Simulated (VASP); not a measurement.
Set up this calculation in VASP 6.6.1, as the native input.

```yaml
Task: single point
Functional: PBE
Potentials_or_basis: VASP PAW PBE potentials, release 64 (Mn_pv, Sn_d)
Cutoff: 520 eV
k_mesh: 8 × 8 × 8
Occupations: gaussian, width 0.05 eV
Spin: no spin polarisation
Dipole_correction: no
Further_INCAR_settings: ALGO = Fast; EDIFF = 1e-06; NBANDS = 63
```

The structure of Mn3Sn lies in POSCAR:

```
Mn3Sn
1.0
    5.4667689753      0.0000000000      0.0000000000
   -2.7333844877      4.7343608093      0.0000000000
    0.0000000000      0.0000000000      4.1522621040
Mn Sn
6 2
Direct
    0.8536650598      0.7073301197      0.2500000000
    0.1463349402      0.8536650598      0.7500000000
    0.2926698803      0.1463349402      0.2500000000
    0.1463349402      0.2926698803      0.7500000000
    0.8536650598      0.1463349402      0.2500000000
    0.7073301197      0.8536650598      0.7500000000
    0.3333333333      0.6666666667      0.2500000000
    0.6666666667      0.3333333333      0.7500000000
```

These files were run (other wordings do the same):

INCAR

```
PREC = Accurate
ENCUT = 520
EDIFF = 1E-6
ISMEAR = 0
SIGMA = 0.05
LREAL = F
LASPH = T
NELM = 100
ALGO = Fast
ISIF = 2
LWAVE = F
LCHARG = F
GGA = PE
NBANDS = 63
```

KPOINTS

```
regular mesh
0
Gamma
  8 8 8
```

Potentials or basis: VASP PAW PBE potentials, release 64 (Mn_pv, Sn_d).

The run is started by

```console
$ cat potpaw_PBE.64/Mn_pv/POTCAR potpaw_PBE.64/Sn_d/POTCAR > POTCAR
$ mpirun -np 1 vasp_std > vasp.out
```

Results of the run:

```yaml
Pressure: 0.0 GPa
Largest_force: 0.003 eV/Å
Band_gap_on_the_k_mesh: none (metal or under the smearing width)
```

Run time: 5.8 min on 1 thread of Intel(R) Xeon(R) Platinum 8488C (Sapphire Rapids), with other jobs on the host, peak memory 0.39 GiB.
